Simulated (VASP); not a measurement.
**LiF (strained rocksalt): a r²SCAN single-point calculation in VASP**

INCAR

```
LASPH = .TRUE.
LCHARG = .TRUE.
EDIFF = 1E-7
SIGMA = 0.01
NBANDS = 12
NSW = 0
ISMEAR = 0
NELM = 120
ISIF = 2
LREAL = .FALSE.
METAGGA = R2SCAN
LWAVE = .FALSE.
LELF = .TRUE.
ALGO = Normal
PREC = Accurate
ENCUT = 520
IBRION = -1
```

KPOINTS

```
KPOINTS created by Atomic Simulation Environment
0
Gamma
10 10 10
0 0 0
```

KPOINTS_OPT

```
special points
6
Reciprocal
0.0000000000 0.0000000000 0.0000000000 1
0.5000000000 0.0000000000 0.5000000000 1
0.6250000000 0.2500000000 0.6250000000 1
0.3750000000 0.3750000000 0.7500000000 1
0.5000000000 0.5000000000 0.5000000000 1
0.5000000000 0.2500000000 0.7500000000 1
```

POSCAR

```
Li F
 1.0000000000000000
    -0.0670353019000000    2.0000507985999998    2.0000507985999998
     2.0000507985999998   -0.0670353019000000    2.0000507985999998
     2.0000507985999998    2.0000507985999998   -0.0670353019000000
 Li  F
   1   1
Cartesian
  0.0000000000000000  0.0000000000000000  0.0000000000000000
  1.9665331476499994  1.9665331476499994  1.9665331476499994
```

VASP ran with the recommended PBE PAW datasets (10 valence electrons in the cell).

Command

```
mpirun -np 1 vasp_std
```

OSZICAR

```
N       E                     dE             d eps       ncg     rms          rms(c)
DAV:   1     0.281502203508E+02    0.28150E+02   -0.55115E+03  2872   0.864E+02
DAV:   2    -0.137988025990E+02   -0.41949E+02   -0.40858E+02  3352   0.192E+02
DAV:   3    -0.149469590283E+02   -0.11482E+01   -0.11449E+01  3844   0.279E+01
DAV:   4    -0.149573598812E+02   -0.10401E-01   -0.10400E-01  3180   0.284E+00
DAV:   5    -0.149574873673E+02   -0.12749E-03   -0.12749E-03  3832   0.228E-01    0.390E+00
DAV:   6    -0.118758727133E+02    0.30816E+01   -0.71126E-01  2852   0.604E+00    0.150E+00
DAV:   7    -0.118782790530E+02   -0.24063E-02   -0.45842E-01  3372   0.470E+00    0.120E+00
DAV:   8    -0.120067115603E+02   -0.12843E+00   -0.99823E-01  3052   0.678E+00    0.255E+00
DAV:   9    -0.118792785740E+02    0.12743E+00   -0.65706E-01  2956   0.517E+00    0.959E-02
DAV:  10    -0.118785762460E+02    0.70233E-03   -0.53553E-03  3276   0.756E-01    0.106E-01
DAV:  11    -0.118785763876E+02   -0.14168E-06   -0.77841E-05  3196   0.913E-02    0.696E-02
DAV:  12    -0.118785049725E+02    0.71415E-04   -0.54054E-04  3180   0.152E-01    0.402E-03
DAV:  13    -0.118785055073E+02   -0.53480E-06   -0.43166E-06  3424   0.200E-02    0.158E-03
DAV:  14    -0.118785061244E+02   -0.61704E-06   -0.95480E-08  3512   0.287E-03    0.747E-04
DAV:  15    -0.118785058209E+02    0.30349E-06   -0.63119E-08  1716   0.184E-03    0.928E-05
DAV:  16    -0.118785057414E+02    0.79456E-07   -0.16607E-09  1536   0.380E-04
   1 F= -.11878506E+02 E0= -.11878506E+02  d E =0.000000E+00
       N       E                     dE             ncg
DAV:   1     0.100845851717E+04   -0.29577E+04      160
DAV:   2     0.771407220359E+03   -0.23705E+03      176
DAV:   3     0.765606428759E+03   -0.58008E+01      196
DAV:   4     0.765539132668E+03   -0.67296E-01      184
DAV:   5     0.765538311062E+03   -0.82161E-03      196
DAV:   6     0.765538295280E+03   -0.15782E-04      184
DAV:   7     0.765538294989E+03   -0.29156E-06      192
DAV:   8     0.765538294984E+03   -0.46391E-08      184
```

From OUTCAR

```
k-points           NKPTS =    116   k-points in BZ     NKDIM =    116   number of bands    NBANDS=     12

   NELECT =      10.0000    total number of electrons

   dimension x,y,z NGX =    24 NGY =   24 NGZ =   24
   dimension x,y,z NGXF=    48 NGYF=   48 NGZF=   48

  energy-cutoff  :      520.00
  volume of cell :       16.81
      direct lattice vectors                 reciprocal lattice vectors
    -0.067035302  2.000050799  2.000050799    -0.237763674  0.246009112  0.246009112
     2.000050799 -0.067035302  2.000050799     0.246009112 -0.237763674  0.246009112
     2.000050799  2.000050799 -0.067035302     0.246009112  0.246009112 -0.237763674

 k-points in reciprocal lattice and weights: KPOINTS created by Atomic Simulation Env
   0.00000000  0.00000000  0.00000000       0.001
   0.10000000  0.00000000  0.00000000       0.006
   0.20000000  0.00000000  0.00000000       0.006
   0.30000000  0.00000000 -0.00000000       0.006
   0.40000000  0.00000000 -0.00000000       0.006
   0.50000000  0.00000000  0.00000000       0.003
   0.10000000  0.10000000  0.00000000       0.006
   0.20000000  0.10000000  0.00000000       0.012
   ...

 E-fermi :  -1.3452

 k-point     1 :       0.0000    0.0000    0.0000
  band No.  band energies     occupation
      1     -43.9420      2.00000
      2     -22.8193      2.00000
      3      -1.8757      2.00000
      4      -1.8757      2.00000
      5      -1.6324      2.00000
      6       8.1901      0.00000
      7      22.8554      0.00000
      8      22.8554      0.00000
      9      23.6719      0.00000
     10      23.6719      0.00000
     11      24.0365      0.00000
     12      24.5818      0.00000

 k-point     2 :       0.1000    0.0000    0.0000
  band No.  band energies     occupation
      1     -43.9375      2.00000
      2     -22.7865      2.00000
      3      -2.1237      2.00000
      4      -1.8928      2.00000
      5      -1.6763      2.00000
      6       8.4710      0.00000
      7      20.2553      0.00000
      8      22.0151      0.00000
      9      22.7929      0.00000
     10      24.2216      0.00000
     11      25.0880      0.00000
     12      25.5129      0.00000

 k-point     3 :       0.2000    0.0000    0.0000
  band No.  band energies     occupation
      1     -43.9254      2.00000
      2     -22.6965      2.00000
      3      -2.7614      2.00000
      4      -1.9366      2.00000
      5      -1.7489      2.00000
      6       9.1126      0.00000
      7      17.8367      0.00000
      8      20.6358      0.00000
      9      21.2919      0.00000
     10      25.3482      0.00000
     11      26.0269      0.00000
     12      26.8715      0.00000

 k-point     4 :       0.3000    0.0000   -0.0000
  band No.  band energies     occupation
      1     -43.9104      2.00000
      2     -22.5817      2.00000
      3      -3.4820      2.00000
      4      -1.9888      2.00000
      5      -1.8268      2.00000
      6       9.6761      0.00000
      7      16.3900      0.00000
      8      19.4150      0.00000
      9      20.0351      0.00000
     10      26.9376      0.00000
     11      27.3692      0.00000
     12      28.5008      0.00000

 k-point     5 :       0.4000    0.0000   -0.0000
  band No.  band energies     occupation
      1     -43.8983      2.00000
      2     -22.4853      2.00000
      3      -4.0217      2.00000
      4      -2.0296      2.00000
      5      -1.8869      2.00000
      6       9.8974      0.00000
      7      15.8668      0.00000
      8      18.6157      0.00000
      9      19.2277      0.00000
     10      28.6707      0.00000
     11      28.9405      0.00000
     12      30.1679      0.00000

 k-point     6 :       0.5000    0.0000    0.0000
  band No.  band energies     occupation
      1     -43.8937      2.00000
      2     -22.4475      2.00000
      3      -4.2198      2.00000
      4      -2.0449      2.00000
      5      -1.9094      2.00000
      6       9.9170      0.00000
      7      15.7959      0.00000
      8      18.3402      0.00000
      9      18.9511      0.00000
     10      29.5780      0.00000
     11      30.0420      0.00000
     12      31.0164      0.00000

 k-point     7 :       0.1000    0.1000    0.0000
  band No.  band energies     occupation
      1     -43.9358      2.00000
      2     -22.7715      2.00000
      3      -2.0720      2.00000
      4      -1.9781      2.00000
      5      -1.7704      2.00000
      6       8.5897      0.00000
      7      20.9326      0.00000
      8      21.2351      0.00000
      9      22.0968      0.00000
     10      22.5914      0.00000
     11      26.1999      0.00000
     12      26.6934      0.00000

 k-point     8 :       0.2000    0.1000    0.0000
  band No.  band energies     occupation
      1     -43.9260      2.00000
      2     -22.6952      2.00000
      3      -2.5875      2.00000
      4      -2.0121      2.00000
      5      -1.8636      2.00000
      6       9.1717      0.00000
      7      18.4589      0.00000
      8      20.8194      0.00000
      9      21.2920      0.00000
     10      22.4084      0.00000
     11      27.3178      0.00000
     12      28.3659      0.00000

 k-point     9 :       0.3000    0.1000   -0.0000
  band No.  band energies     occupation
      1     -43.9120      2.00000
      2     -22.5844      2.00000
      3      -3.2903      2.00000
      4      -2.0795      2.00000
      5      -1.9438      2.00000
      6       9.8464      0.00000
      7      16.6473      0.00000
      8      19.6410      0.00000
      9      20.2462      0.00000
     10      23.8590      0.00000
     11      28.5296      0.00000
     12      29.6287      0.00000

 k-point    10 :       0.4000    0.1000    0.0000
  band No.  band energies     occupation
      1     -43.8991      2.00000
      2     -22.4792      2.00000
      3      -3.8771      2.00000
      4      -2.1667      2.00000
      5      -2.0026      2.00000
      6      10.2469      0.00000
      7      15.7858      0.00000
      8      18.8013      0.00000
      9      19.4411      0.00000
     10      25.6466      0.00000
     11      29.9222      0.00000
     12      30.8037      0.00000

 k-point    11 :       0.5000    0.1000   -0.0000
  band No.  band energies     occupation
      1     -43.8922      2.00000
      2     -22.4228      2.00000
      3      -4.1671      2.00000
      4      -2.2552      2.00000
      5      -2.0012      2.00000
      6      10.3413      0.00000
      7      15.5526      0.00000
      8      18.4474      0.00000
      9      19.0307      0.00000
     10      27.4715      0.00000
     11      30.4293      0.00000
     12      31.1467      0.00000

 k-point    12 :      -0.4000    0.1000    0.0000
  band No.  band energies     occupation
      1     -43.8940      2.00000
      2     -22.4396      2.00000
      3      -4.0812      2.00000
      4      -2.3057      2.00000
      5      -1.9421      2.00000
      6      10.3276      0.00000
      7      15.5237      0.00000
      8      18.5610      0.00000
      9      19.1010      0.00000
     10      28.4570      0.00000
     11      29.7273      0.00000
     12      30.0921      0.00000

 k-point    13 :      -0.3000    0.1000    0.0000
  band No.  band energies     occupation
      1     -43.9037      2.00000
      2     -22.5222      2.00000
      3      -3.6486      2.00000
      4      -2.2888      2.00000
      5      -1.8515      2.00000
      6      10.1389      0.00000
      7      15.8281      0.00000
      8      19.0796      0.00000
      9      19.6494      0.00000
     10      27.2719      0.00000
     11      28.1855      0.00000
     12      29.6227      0.00000

 k-point    14 :      -0.2000    0.1000   -0.0000
  band No.  band energies     occupation
      1     -43.9177      2.00000
      2     -22.6356      2.00000
      3      -3.0093      2.00000
      4      -2.1979      2.00000
      5      -1.7615      2.00000
      6       9.5964      0.00000
      7      16.9063      0.00000
      8      19.8427      0.00000
      9      20.6710      0.00000
     10      25.7623      0.00000
     11      26.6825      0.00000
     12      28.6194      0.00000

 k-point    15 :      -0.1000    0.1000    0.0000
  band No.  band energies     occupation
      1     -43.9306      2.00000
      2     -22.7356      2.00000
      3      -2.4190      2.00000
      4      -2.0375      2.00000
      5      -1.6978      2.00000
      6       8.8994      0.00000
      7      18.7276      0.00000
      8      20.7064      0.00000
      9      22.0175      0.00000
     10      24.6433      0.00000
     11      25.7219      0.00000
     12      27.2736      0.00000

 ...

  Total       -0.5056281     -0.5056281     -0.5056281      0.2063841      0.2063841      0.2063841
  in kB      -48.2051427    -48.2051427    -48.2051427     19.6760692     19.6760692     19.6760692
  external PRESSURE =     -48.2051427 kB  Pullay stress =       0.0000000 kB

 POSITION                                       TOTAL-FORCE (eV/Angst)
 -----------------------------------------------------------------------------------
      0.00000      0.00000      0.00000        -0.000000      0.000000      0.000000
      1.96653      1.96653      1.96653         0.000000     -0.000000     -0.000000
 -----------------------------------------------------------------------------------
    total drift:                               -0.000000     -0.000000      0.000000

  FREE ENERGIE OF THE ION-ELECTRON SYSTEM (eV)
  ---------------------------------------------------
  free  energy   TOTEN  =       -11.8785057414 eV

  energy  without entropy=      -11.8785057414  energy(sigma->0) =      -11.87850574
```

- gap between bands v and c: 9.82 eV
- least direct gap: 9.82 eV
- pressure: -4.8 GPa

Band v is the last that the valence electrons fill when counted band by band, and c is the next.

The run took about 93 s on one core of a shared host (Intel Xeon Platinum 8488C) and held 0.16 GiB at most.
